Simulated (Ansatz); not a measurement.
# Ag: the cost of one run

Method: DFT PBE, scalar-relativistic, plane waves, PAW, in Ansatz 0.2.0.

1 further run of the same task is left out (set aside as unsound or not needed).

## Step 1: Starting point

Symmetry: R-3m, No. 166, trigonal system. The conventional cell has a = 2.936 Å, b = 2.936 Å, c = 21.550 Å, α = 90.00°, β = 90.00°, γ = 120.00°. Ag (site symmetry -3m) is surrounded by 12 Ag at 2.93 to 2.94 Å. Ag (site symmetry 3m) is surrounded by 12 Ag at 2.93 to 2.94 Å.

As a file:

```cif
data_structure
_symmetry_space_group_name_H-M 'R-3m:H'
_symmetry_Int_Tables_number 166
_cell_length_a 2.9356
_cell_length_b 2.9356
_cell_length_c 21.5500
_cell_angle_alpha 90.000
_cell_angle_beta 90.000
_cell_angle_gamma 120.000
_cell_volume 160.83
loop_
_atom_site_label
_atom_site_type_symbol
_atom_site_symmetry_multiplicity
_atom_site_Wyckoff_symbol
_atom_site_fract_x
_atom_site_fract_y
_atom_site_fract_z
_atom_site_occupancy
Ag1 Ag 3 a 0.00000 0.00000 0.00000 1
Ag2 Ag 6 c 0.00000 0.00000 0.77771 1
```

It goes back to an entry of the Materials Project, which need not be the stable form.

This cell was relaxed beforehand with the same method: volume 17.87 Å³/atom, gap on the mesh none (metal).

Bulk energy on matching settings, from an earlier run: -7590.5468 eV/atom.

## Step 2: Cutting the (001) slab

Miller indices refer to the conventional cell of the relaxed bulk, R-3m (No. 166): a = 2.936 Å, b = 2.936 Å, c = 21.550 Å, α = 90.00°, β = 90.00°, γ = 120.00°.

The slab is a (001) slab, 14.4 Å thick as cut, with 15 Å of vacuum; its outer planes are Ag (top) and Ag (bottom).

The slab as cut. Its planes from the bottom up:

| plane | atoms per cell | height over the lowest (Å) |
| --- | --- | --- |
| 1 | Ag | 0.00 |
| 2 | Ag | 2.39 |
| 3 | Ag | 4.79 |
| 4 | Ag | 7.18 |
| 5 | Ag | 9.58 |
| 6 | Ag | 11.97 |
| 7 | Ag | 14.37 |

## Step 3: Single point on the unrelaxed (001) slab

A dipole layer in the vacuum cancels the field that periodic copies would set up if the slab's two faces differ.

The input, input.yaml:

```yaml
crystal:
  lattice:
    - [2.9355691563, 0.0, 0.0]
    - [-1.4677845781, 2.5422774639, 0.0]
    - [0.0, 0.0, 29.3666405453]
  atoms:
    - { symbol: Ag, position: [0.0, 0.0, 0.2553918276] }
    - { symbol: Ag, position: [0.6666666667, 0.3333333333, 0.3368762161] }
    - { symbol: Ag, position: [0.3333333333, 0.6666666667, 0.4183606045] }
    - { symbol: Ag, position: [0.6666666667, 0.3333333333, 0.5] }
    - { symbol: Ag, position: [0.3333333333, 0.6666666667, 0.5814843884] }
    - { symbol: Ag, position: [0.0, 0.0, 0.6629687769] }
    - { symbol: Ag, position: [0.3333333333, 0.6666666667, 0.7446081724] }
basis:
  ecutwfc: 420
kpoints:
  mp_grid: { grid: [12, 12, 1] }
hamiltonian:
  xc: pbe
scf:
  occupations: { method: gaussian, width: 0.1 }
output:
  forces: true
  stress: true
  eigenvalues: true
  write_density: true
  write_potential: true
  elf: true
  volumetric_format: npy
efield:
  axis: 3
  dipole_correction: true
  ramp_width: 0.04
```

On the command line:

```bash
$ ansatz run input.yaml --threads 1 --pin off --max-ram 2560MiB --backend cpu --events-out ev --progress --plain --runs-dir out
```

**Question.** How long does this run take on 1 thread of Oxide Virtual Turin-like (Zen 5), shared host, and how much memory does it need?

About 33 s, with a peak of 0.57 GiB.
